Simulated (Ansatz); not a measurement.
# TaN in Ansatz: the effect of exact exchange

TaN:

```
CELL_PARAMETERS angstrom
2.93800 0.00000 0.00000
-1.46900 2.54438 0.00000
0.00000 0.00000 2.88300
ATOMIC_POSITIONS crystal
Ta 0.00000 0.00000 0.50000
N 0.66667 0.33333 0.00000
```

Alike in all runs:

* Program: Ansatz 0.2.0
* Task: single point
* Functional: HSE06 form with a typed share of exact exchange
* Potentials or basis: Ansatz PAW
* Cutoff: 420 eV (not typed: the program's choice for these potentials)
* k mesh: 5 × 5 × 5
* Occupations: fermi-dirac, width 0.05 eV
* Spin: no spin polarisation

| exact exchange | pressure (GPa) |
| --- | --- |
| 0.4 | -8.4 |
| 0.5 | -11.5 |
| 0.05 | 2.9 |
| 0.1 | 1.2 |
| 0.15 | -0.5 |
| 0.2 | -2.1 |
| 0.25 | ? |
| 0.3 | -5.3 |

**Question.** What does the run with exact exchange 0.25 give?

**Answer.** Pressure -3.7 GPa.

Worked out: A straight line through the other rows of the pressure, of slope -31.9 GPa per unit of exact exchange, gives -3.6 GPa, against the run's -3.7.

Caveats: all runs use coarse meshes; the PAW data sets come from PBE, with cores solved anew for the run's functional, which leaves a small shift of forces and pressure; the thresholds are loose for stress.
